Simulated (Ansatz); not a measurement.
Write the native input for Ansatz 0.2.0 that does the following.

| Property | Result |
| --- | --- |
| Task | relaxation of cell and atoms |
| Functional | revPBE |
| Dispersion | D3(BJ) |
| Potentials or basis | Ansatz PAW |
| Cutoff | 420 eV (not typed: the program's choice for these potentials) |
| k mesh | 8 × 8 × 8 |
| Occupations | fermi-dirac, width 0.05 eV |
| Spin | no spin polarisation |

Crystal: Si.

```
Si
1.0
     0.00000    2.72185    2.72185
     2.72185    0.00000    2.72185
     2.72185    2.72185    0.00000
Si
2
Cartesian
  2.7219 2.7219 2.7219
  4.0828 4.0828 4.0828
```

One way to write it, as run:

input.yaml

```yaml
crystal:
  lattice:
    - [0.0, 2.7218511865, 2.7218511865]
    - [2.7218511865, 0.0, 2.7218511865]
    - [2.7218511865, 2.7218511865, 0.0]
  atoms:
    - { symbol: Si, position: [0.5, 0.5, 0.5] }
    - { symbol: Si, position: [0.75, 0.75, 0.75] }
hamiltonian:
  xc: revpbe
  pseudopotentials: { kind: paw }
  dispersion: d3bj
kpoints:
  mp_grid: { grid: [8, 8, 8] }
scf:
  occupations: { method: fermi_dirac, width: 0.05 }
output:
  forces: true
  stress: true
  eigenvalues: true
relax:
  f_tol: 0.01
  max_steps: 40
  cell: { stress_tol: 0.05 }
```

Potentials or basis: Ansatz PAW.

Launch:

```bash
$ ansatz run input.yaml --threads 2 --pin off --max-ram 5632MiB --backend cpu --events-out ev --progress --plain --runs-dir out
```

It gave:

The relaxed volume is 19.62 Å³/atom and the relaxed cell is a = 3.814 Å, b = 3.814 Å, c = 3.814 Å, α = 60.00°, β = 60.00°, γ = 60.00°. The space group after relaxing (to 0.05 Å) is Fd-3m (No. 227) and the energy gained by relaxing is 4.1 meV/atom. The ionic steps are 4 and the pressure after relaxing is 0.0 GPa. The band gap on the k mesh is 0.62 eV, indirect (least direct gap 2.57 eV).

Caveat: the plane-wave basis is chosen anew once the cell has moved, so the energies of steps on either side of that aren't comparable; the PAW data sets come from PBE, with cores solved anew for the run's functional, which leaves a small shift of forces and pressure.

Run time: 1.1 s on 2 threads of Intel(R) Xeon(R) 6975P-C (Granite Rapids), on a shared host, peak memory 0.34 GiB.
